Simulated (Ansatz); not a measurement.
# Ga (Cmce) in Ansatz: further runs

The runs below take Ga through relaxation of cell and atoms, with PBEsol.

Program: Ansatz 0.2.0. These are calculated values, not measurements. Logs are shortened: lines on timing, memory, paths and dates and some standing lists are left out, and cuts for length are marked.

## Step 1: The structure

It takes space group Cmce (No. 64, orthorhombic). Conventional cell: a = 4.523 Å, b = 7.661 Å, c = 4.524 Å, α = 90.00°, β = 90.00°, γ = 90.00°. Ga (site symmetry m) is surrounded by 7 Ga at 2.48 to 2.79 Å.

## Step 2: Relaxation of cell and atoms, PBEsol

File input.yaml:

```yaml
crystal:
  lattice:
    - [2.2615, -3.8305, 0.0]
    - [2.2615, 3.8305, 0.0]
    - [0.0, 0.0, 4.524]
  atoms:
    - { symbol: Ga, position: [0.3451, 0.6549, 0.419] }
    - { symbol: Ga, position: [0.1549, 0.8451, 0.919] }
    - { symbol: Ga, position: [0.6549, 0.3451, 0.581] }
    - { symbol: Ga, position: [0.8451, 0.1549, 0.081] }
hamiltonian:
  xc: pbesol
  pseudopotentials: { kind: paw }
kpoints:
  mp_grid: { grid: [7, 7, 6] }
scf:
  occupations: { method: fermi_dirac, width: 0.05 }
output:
  forces: true
  stress: true
  eigenvalues: true
  write_density: true
  write_potential: true
  elf: true
  volumetric_format: npy
relax:
  f_tol: 0.01
  max_steps: 40
  cell: { stress_tol: 0.05 }
```

Potentials or basis: Ansatz PAW.

Launch:

```sh
$ ansatz run input.yaml --threads 2 --pin off --max-ram 5632MiB --backend cpu --events-out ev --progress --plain --runs-dir out
```

Standard output:

```text
Warning: RAYON_NUM_THREADS=2 ignored (pool sized by the plan → 2); use --threads N
Engine: ansatz 0.2.0, aarch64-unknown-linux-gnu
Pseudopotentials: kind: paw
Pseudopotential: Ga, paw, valence charge 13, recommended cutoff 420 eV (normal), Ga.paw.azcp
Functional definition: PBEsol
  exchange = pbesol_x
  correlation = pbesol_c
Crystal: 4 atoms, lattice volume = 78.380 Å³
Basis set: ecut = 420 eV, 1517 PW (Γ), exchange–correlation on 60×60×64 points (8 copies of the dense FFT grid, shifted against one another)
Bands: 32, of which v1, the nominal top of the filled ones, is band 26 counted from 1 (25 counted from 0)
Symmetry: 8 space group operations
Space group: Cmce (ITA 64), of the structure as read, at distance tolerance 4.3e-5 Å
k-points: 64 of 294
Non-local potential: Ga, projectors of the file, l = 0: 2, l = 1: 2, l = 2: 3, l = 3: 1
PAW form: soft (Blöchl's): semilocal exchange-correlation on the pseudo side does not see the compensation charge
PAW frozen core: Ga, regenerated for the run's functional, and the local potential with it (the file was generated under x = pbe(κ = 0.804, μ = 0.2195149727645171), c = pbe(β = 0.06672455060314922))
PAW one-centre angular grid: Ga, 590 points (default); XC on 64 Gauss nodes
Initial density: superposition of atomic densities (neutral atoms: chi_scale 0, normalization atom), corrected by the library's trained network
Initial wavefunctions: pseudopotential atomic-orbital guess
Functional: x = pbesol(κ = 0.804, μ = 0.12345679012345678), c = pbesol(β = 0.046)
SCF iter   1: F=—  HF=-14972.789918 eV  |F-HF|=—  |Δ(HF+E_count)|=         —  Δρ=1.97e-3  dr2=3.33e-3  ethr=1.77e-3  ⟨swp⟩=5.9  Hψ=7918  notcnv=0  defer=4
preconditioner: auto → Kerker (q_TF=auto, 2.548 Å⁻¹)  [metal: Δε(μ)=0.036 eV  Ē_g=16.039 eV  σ=0.050 eV  W_gap=0.18  n_scr=20 (ndim 8)  ℏωp=30.2 eV  f_vac=0.006  D(μ)=1.10/eV (n_scr^D=2)]
SCF iter   2: F=—  HF=-14972.785779 eV  |F-HF|=—  |Δ(HF+E_count)|=   4.14e-3  Δρ=1.25e-3  dr2=1.48e-3  ethr=6.40e-6  ⟨swp⟩=2.3  Hψ=3992  notcnv=0  defer=5
SCF iter   3: F=—  HF=-14972.785509 eV  |F-HF|=—  |Δ(HF+E_count)|=   2.70e-4  Δρ=3.79e-4  dr2=2.32e-4  ethr=2.84e-6  ⟨swp⟩=2.8  Hψ=3768  notcnv=0  defer=5
SCF iter   4: F=—  HF=-14972.785501 eV  |F-HF|=—  |Δ(HF+E_count)|=   8.70e-6  Δρ=2.57e-4  dr2=6.73e-5  ethr=4.46e-7  ⟨swp⟩=2.0  Hψ=3615  notcnv=0  defer=5
SCF iter   5: F=—  HF=-14972.785468 eV  |F-HF|=—  |Δ(HF+E_count)|=   3.22e-5  Δρ=2.58e-4  dr2=2.47e-5  ethr=1.29e-7  ⟨swp⟩=2.0  Hψ=3674  notcnv=0  defer=5
SCF iter   6: F=—  HF=-14972.785455 eV  |F-HF|=—  |Δ(HF+E_count)|=   1.32e-5  Δρ=4.43e-5  dr2=1.12e-6  ethr=4.76e-8  ⟨swp⟩=2.0  Hψ=3283  notcnv=0  defer=5
SCF iter   7: F=—  HF=-14972.785455 eV  |F-HF|=—  |Δ(HF+E_count)|=   4.55e-7  Δρ=2.22e-5  dr2=2.08e-7  ethr=2.15e-9  ⟨swp⟩=2.0  Hψ=3674  notcnv=0  defer=5
SCF iter   8: F=-14972.785455 eV  HF=-14972.785455 eV  |F-HF|=1.04e-7  |Δ(HF+E_count)|=   7.83e-8  Δρ=1.16e-5  dr2=5.51e-8  ethr=1.92e-10  ⟨swp⟩=8.8  Hψ=12857  notcnv=0
SCF 1 converged in 8 iterations: F = -14972.785455 eV  dr2 = 5.51e-8
relax step   1: F+E_penalty+E_count = -14972.78545465 eV  Δ(F+E_penalty+E_count) = +0.000e0 eV  max|allowed force component| = 1.166e-1 eV/Å  Δτ_max = 0.0000 Å  P = -1.578 GPa  Ω = 78.380 Å³  (8 SCF iters, dr2 threshold 1.00e-7 eV, accepted)
Crystal: 4 atoms, lattice volume = 76.359 Å³
[... 71 lines left out ...]
SCF converged after 6 iterations
Free energy (F): -14972.804159 eV
Harris-Foulkes:  -14972.804159 eV  (|F-HF|=7.28e-12)
Internal energy: -14972.798967 eV  (E = F + TS)
E sigma→0 (E₀):  -14972.801563 eV
Entropy (-TS):   -0.005192 eV (-1.298 meV/atom)
Fermi energy:    9.344415 eV
--- Per-component energies (eV) ---
  E_band       = -168.758131
  E_kinetic    = 463.040983
  E_local      = -7520.728216  (includes V_loc(G=0)·N_el)
  E_nonlocal   = 1695.558037
  E_hartree    = 3528.308965
  E_xc         = -276.057519
  E_vxc        = -234.597890  (∫ρ·V_xc dr)
  E_paw        = -7788.337396  (= ΣΔE_a)
  E_vpaw       = -1628.648972  (= ΣTr[D̂ρ^β])
  E_aug_tail   = -0.000416  (compensation charges beyond the density's cutoff)
  E_ewald      = -5078.035315
  E_core_change = 3.451911  (= ΣΔE_core)
  E_smearing   = -0.005192  (= −TS)
  E_closure    = 0.000000  (closes the sum)
  Σ components = -14972.804159   (vs F -14972.804159, Δ=0.00e0)
--- Forces (eV/Å), atoms counted from 1 ---
  atom   1  Ga     0.00000000     0.00041111     0.00017713
  atom   2  Ga    -0.00000000    -0.00041111     0.00017713
  atom   3  Ga    -0.00000000    -0.00041111    -0.00017713
  atom   4  Ga     0.00000000     0.00041111    -0.00017713
  max |Σ_I F_I| component: 1.39e-17 eV/Å
--- Stress (GPa, compression-positive) ---
        0.012927       0.000000       0.000000
        0.000000       0.001244       0.000000
        0.000000       0.000000       0.004560
  P = ⅓ Tr σ = 0.0062 GPa (0.062 kbar)
--- Band table (eV; the first three rows and the last of 64) ---
  k-point 0: bands = ["-5.8830", "-5.8644", "-5.8226", "-5.8129", "-5.8066", "-5.7717", "-5.7093", "-5.6499", "-5.6169", "-5.6042", "-5.5947", "-5.5872", "-5.5681", "-5.5377", "-5.4997", "-5.4518", "-5.3991", "-5.3923", "-5.3489", "-5.2825", "-1.9898", "4.9308", "5.3197", "7.5930", "7.8541", "8.4768", "10.2500", "10.2757", "10.4234", "14.5699", "14.6975", "15.9999"]
  k-point 1: bands = ["-5.8726", "-5.8679", "-5.8257", "-5.8187", "-5.8045", "-5.7640", "-5.7050", "-5.6916", "-5.6303", "-5.6195", "-5.5774", "-5.5620", "-5.5477", "-5.5266", "-5.5218", "-5.4316", "-5.3967", "-5.3918", "-5.3526", "-5.2924", "-1.7838", "3.0596", "7.2532", "7.8015", "8.0366", "8.6243", "10.0298", "10.4491", "10.8657", "13.2830", "13.6853", "14.5182"]
  k-point 2: bands = ["-5.8652", "-5.8425", "-5.8345", "-5.8258", "-5.7960", "-5.7801", "-5.7380", "-5.6911", "-5.6545", "-5.6389", "-5.5735", "-5.5409", "-5.5394", "-5.5293", "-5.4708", "-5.4047", "-5.3957", "-5.3879", "-5.3631", "-5.3234", "-1.1651", "1.2834", "8.4046", "8.5799", "8.9272", "9.0057", "10.0227", "10.1866", "10.9171", "12.7425", "12.8629", "13.1331"]
  k-point 63: bands = ["-5.8916", "-5.8916", "-5.8145", "-5.8145", "-5.7981", "-5.7981", "-5.7518", "-5.7518", "-5.6186", "-5.6186", "-5.5389", "-5.5389", "-5.4833", "-5.4833", "-5.4709", "-5.4709", "-5.3812", "-5.3812", "-5.3451", "-5.3451", "1.3638", "1.3638", "4.0849", "4.0849", "8.0705", "8.0705", "8.5716", "8.5716", "15.5065", "15.5065", "17.2970", "17.2970"]
--- Relaxed structure (6 steps of the walk, 5 accepted, 1 SCFs on fresh bases) ---
  F+E_penalty+E_count = -14972.80415887 eV   max|allowed force component| = 4.111e-4 eV/Å   (the final SCF, on the basis selected at the relaxed cell)
  cell:  # Å, volume = 76.0587 Å³
    - [2.2080651075121, -3.7990429285990723, -1.048901311179821e-33]
    - [2.2080651075121, 3.7990429285990723, -1.3936672854348292e-33]
    - [-2.4431086294682024e-33, -2.0359238578901687e-34, 4.533493569560132]
  atoms:
    - { symbol: Ga, position: [0.34441632504104014, 0.6555836749589599, 0.4163020574375361] }
    - { symbol: Ga, position: [0.15558367495895992, 0.8444163250410401, 0.9163020574375362] }
    - { symbol: Ga, position: [0.6555836749589599, 0.34441632504104014, 0.583697942562464] }
    - { symbol: Ga, position: [0.8444163250410401, 0.15558367495895992, 0.08369794256246389] }
```

It took 42 s on 2 threads of Arm Neoverse V1, shared host; peak memory 0.43 GiB.

Results:

```yaml
Free_energy: -14972.8042 eV
Relaxed_volume: 19.01 Å³/atom
Relaxed_cell: a = 4.394 Å, b = 4.394 Å, c = 4.533 Å, α = 90.00°, β = 90.00°, γ = 119.67°
Space_group_after_relaxing_to_0.05_Å: Cmce (No. 64)
Energy_gained_by_relaxing: 4.7 meV/atom
Ionic_steps: 6
Pressure_after_relaxing: 0.0 GPa
Band_gap_on_the_k_mesh: none (metal or under the smearing width)
```

Step by step:
| step | energy change (eV) | largest force (eV/Å) | volume (Å³) |
| --- | --- | --- | --- |
| 1 | 0.0000 | 0.1247 | 78.38 |
| 2 | -0.0170 | 0.0252 | 76.36 |
| 3 | -0.0190 | 0.0214 | 75.96 |
| 4 | -0.0191 | 0.0207 | 76.03 |
| 5 | -0.0193 | 0.0004 | 76.06 |
| 6 | -0.0187 | 0.0004 | 76.06 |

Final structure:
```cif
data_structure
_symmetry_space_group_name_H-M 'P 1'
_symmetry_Int_Tables_number 1
_cell_length_a 4.3941
_cell_length_b 4.3941
_cell_length_c 4.5335
_cell_angle_alpha 90.000
_cell_angle_beta 90.000
_cell_angle_gamma 119.668
_cell_volume 76.06
loop_
_atom_site_label
_atom_site_type_symbol
_atom_site_fract_x
_atom_site_fract_y
_atom_site_fract_z
_atom_site_occupancy
Ga1 Ga 0.34442 0.65558 0.41630 1
Ga2 Ga 0.15558 0.84442 0.91630 1
Ga3 Ga 0.65558 0.34442 0.58370 1
Ga4 Ga 0.84442 0.15558 0.08370 1
```

Levels at points of the mesh, in eV from the Fermi level:
```tsv
k point	band 22	band 23	band 24	band 25	band 26	band 27	band 28	band 29	band 30	band 31
(0.00, 0.00, 0.00)	-4.41	-4.02	-1.75	-1.49	-0.87	0.91	0.93	1.08	5.23	5.35
(0.00, 0.00, -0.50)	-9.48	-0.04	-0.04	0.01	0.01	0.10	0.10	1.94	1.94	3.95
```

Caveat: the plane-wave basis is chosen anew once the cell has moved, so the energies of steps on either side of that aren't comparable; the PAW data sets come from PBE, with cores solved anew for the run's functional, which leaves a small shift of forces and pressure.

## Step 3: Relaxation of cell and atoms, PBEsol, target pressure 2 GPa, at which the enthalpy is minimised

input.yaml, as its differences from that of step 2:

```diff
@@ -21,6 +21,2 @@
   eigenvalues: true
-  write_density: true
-  write_potential: true
-  elf: true
-  volumetric_format: npy
 relax:
@@ -28,2 +24,2 @@
   max_steps: 40
-  cell: { stress_tol: 0.05 }
+  cell: { stress_tol: 0.05, p_target: 2.0 }
```

Potentials or basis: Ansatz PAW.

Launch:

```sh
$ ansatz run input.yaml --threads 2 --pin off --max-ram 5632MiB --backend cpu --events-out ev --progress --plain --runs-dir out
```

It took 34 s on 2 threads of Arm Neoverse V1, shared host; peak memory 0.42 GiB.

The run converged. Its results:

```
Free energy                                            : -14972.7908 eV
Relaxed volume                                         : 18.46 Å³/atom
Relaxed cell                                           : a = 4.352 Å, b = 4.352 Å, c = 4.489 Å, α = 90.00°, β = 90.00°, γ = 119.73°
Space group after relaxing (to 0.05 Å)                 : Cmce (No. 64)
Energy change on relaxing (the enthalpy is what falls) : -1.3 meV/atom
Ionic steps                                            : 6
Pressure after relaxing                                : 2.0 GPa
Band gap on the k mesh                                 : none (metal or under the smearing width)
```

Forces in eV/Å, atoms in the order of the input:
```
Ga   0.000  0.000 -0.002
Ga   0.000  0.000 -0.002
Ga   0.000  0.000  0.002
Ga   0.000  0.000  0.002
```

Step by step:
```csv
step,energy change (eV),largest force (eV/Å),volume (Å³)
1,0.0000,0.1247,78.38
2,-0.0055,0.0652,74.02
3,-0.0040,0.0225,73.66
4,-0.0059,0.0103,73.79
5,-0.0066,0.0022,73.84
6,-0.0054,0.0023,73.84
```

Final structure:
```
CELL_PARAMETERS angstrom
2.18496 -3.76422 0.00000
2.18496 3.76422 0.00000
0.00000 0.00000 4.48885
ATOMIC_POSITIONS crystal
Ga 0.34454 0.65546 0.41642
Ga 0.15546 0.84454 0.91642
Ga 0.65546 0.34454 0.58358
Ga 0.84454 0.15546 0.08358
```

Levels at points of the mesh, in eV from the Fermi level:
```tsv
k point	band 24	band 25	band 26	band 27	band 28	band 29
(0.00, 0.00, 0.00)	-1.81	-1.40	-0.92	0.93	0.95	1.07
(0.00, 0.00, -0.50)	-0.05	0.02	0.02	0.23	0.23	1.98
```

Caveat: the plane-wave basis is chosen anew once the cell has moved, so the energies of steps on either side of that aren't comparable; the PAW data sets come from PBE, with cores solved anew for the run's functional, which leaves a small shift of forces and pressure.

(Part 1 of 2 ends here.)
